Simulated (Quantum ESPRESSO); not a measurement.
FeO (Wuestite):

```
Fe O
1.0
     0.00000    2.15540    2.15540
     2.15540    0.00000    2.15540
     2.15540    2.15540    0.00000
Fe O
1 1
Direct
  0.00000 0.00000 0.00000
  0.50000 0.50000 0.50000
```

Base run:

* Program: Quantum ESPRESSO 7.5
* Functional: PBEsol
* Potentials or basis: GBRV 1.5 PBEsol
* Cutoff: 762 eV
* Density cutoff: 6095 eV
* k mesh: 11 × 11 × 11
* Occupations: fermi-dirac, width 0.05 eV
* Spin: collinear spin, ferromagnetic start
* Starting moments: [3.0, 0.0] μB

Its results: band gap on the k mesh none (metal or under the smearing width); pressure -8.4 GPa; net moment 4.00 μB per cell; site moments Fe +3.46; O +0.32 μB.

The run is repeated on the same cell with these changes: functional from PBEsol to LDA; potentials or basis from GBRV 1.5 PBEsol to GBRV 1.5 LDA. What comes out?

Band gap on the k mesh none (metal or under the smearing width); pressure -15.5 GPa; net moment 4.00 μB per cell; site moments Fe +3.43; O +0.34 μB.

Caveats: a cell with one magnetic atom can't hold antiferromagnetic order, which such compounds often take; semilocal functionals often make such compounds metallic where correlation or magnetic order opens a gap, which also shifts bond lengths; so large a pressure means that the cell lies far from this level's equilibrium, or that cutoff or potentials fall short (some runs).
